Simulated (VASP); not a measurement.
Here is a VASP 6.6.1 calculation.

Contents of INCAR:

```
SYSTEM = HF
PREC = Accurate ; ENCUT = 520
EDIFF = 1E-7 ; ISMEAR = -1
SIGMA = 0.02 ; LREAL = .FALSE.
LASPH = .TRUE. ; NELM = 80
ALGO = Fast ; ISIF = 2
LWAVE = .FALSE. ; LCHARG = .FALSE.
GGA = PS ; NBANDS = 36
```

KPOINTS

```
Automatic mesh
0
G
  1 1 1
  0 0 0
```

POSCAR

```
HF
1.0
    5.8867650000      0.0000000000      0.0000000000
    0.0000000000      5.8867650000      0.0000000000
    0.0000000000      0.0000000000      5.8867650000
F H
6 6
Direct
   -0.1490631952     -0.2500694354      0.9103641813
    0.3352095761      0.1487404372      0.9077311562
   -0.0237821622      0.2855218443      0.6378375899
    0.2390447045      0.5593904292      0.1353035156
    0.8301333585      0.1215268488      0.1376817318
    0.7110187004      1.0047963525      0.5164126647
   -0.1184181804     -0.1094658951      0.8760838933
    0.2457037099      0.2673284903      0.9143901617
   -0.0615448383      0.2293789543      0.4743352249
    0.0986959731      0.5801148848      0.1864691388
    0.6790316923      0.1170422125      0.1981393856
    0.5673574535      0.9660993772      0.5539375192
```

Potentials or basis: VASP PAW PBE potentials, release 64 (F, H).

Launch:

```bash
$ cat potpaw_PBE.64/F/POTCAR potpaw_PBE.64/H/POTCAR > POTCAR
$ mpirun -np 1 vasp_gam > vasp.out
```

(1) What does it give for the band gap on the k mesh?

(2) What does it give for the largest force?

(3) What does it give for the pressure?

## Answers

(1) 6.34 eV, direct.

(2) 5.542 eV/Å.

(3) 3.0 GPa.

Caveat: the PAW data sets were made with another functional, which shifts forces and pressure a little.
